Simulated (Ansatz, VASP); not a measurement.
# Ag in VASP and in Ansatz

File INCAR:

```
SYSTEM = Ag
  ALGO = Normal
  EDIFF = 1E-6
  ENCUT = 520
  GGA = RE
  GGA_COMPAT = .False.
  ISIF = 2
  ISMEAR = -1
  IVDW = 12
  LASPH = .True.
  LCHARG = .False.
  LMAXMIX = 4
  LNONCOLLINEAR = .True.
  LORBIT = 11
  LORBMOM = .True.
  LREAL = .False.
  LSORBIT = .True.
  LWAVE = .False.
  MAGMOM = 0 0 0
  NBANDS = 22
  NELM = 150
  PREC = Accurate
  SIGMA = 0.01
```

KPOINTS

```
k-points
0
Gamma
  8 8 8
  0 0 0
```

Contents of POSCAR:

```
Ag
1.0
    0.0000000000      2.0427500000      2.0427500000
    2.0427500000      0.0000000000      2.0427500000
    2.0427500000      2.0427500000      0.0000000000
Ag
1
Direct
    0.0000000000      0.0000000000      0.0000000000
```

File input.yaml:

```yaml
crystal:
  lattice:
    - [0.0, 2.04275, 2.04275]
    - [2.04275, 0.0, 2.04275]
    - [2.04275, 2.04275, 0.0]
  atoms:
    - { symbol: Ag, position: [0.0, 0.0, 0.0] }
kpoints:
  mp_grid: { grid: [8, 8, 8] }
scf:
  occupations: { method: fermi_dirac, width: 0.01 }
hamiltonian:
  xc: revpbe
  dispersion: d3bj
  pseudopotentials: { kind: all_electron, lapw: { basis_error: 0.0005 } }
magnetization:
  noncollinear: true
  spin_orbit: true
output:
  forces: true
  stress: true
  eigenvalues: true
```

Alike in both runs: task single point; functional revPBE; dispersion D3(BJ); k mesh 8 × 8 × 8; occupations fermi-dirac, width 0.01 eV; non-collinear spin, spin-orbit coupling.

```csv
,VASP,Ansatz
version,VASP 6.6.1,Ansatz 0.2.0
potentials or method,"VASP PAW PBE potentials, release 64 (Ag)","all-electron LAPW, relativistic spinors"
plane-wave cutoff (eV),520,see its input
```

Ansatz gave:

```
gap on the k mesh at the Fermi level (eV) : none
pressure (GPa)                            : -2.9
net moment per atom (μB)                  : 0.00
dispersion energy (meV/atom)              : -1126.6
```

Problem. What did VASP give for the same quantities?

Solution. gap on the k mesh at the Fermi level (eV): none; pressure (GPa): -3.0; net moment per atom (μB): 0.00; dispersion energy (meV/atom): -1126.5.

A gap of «none» marks a metal or a gap that the smearing closes. Ansatz ran all-electron here, so the differences hold the error of VASP's frozen core and of both bases.

Caveats: the PAW data sets were made with another functional, which shifts forces and pressure a little (VASP); the k mesh is thin for a metal, which can move the energy by tens of meV per atom (Ansatz); pairwise dispersion overbinds metals, which lowers pressure and volume (Ansatz).
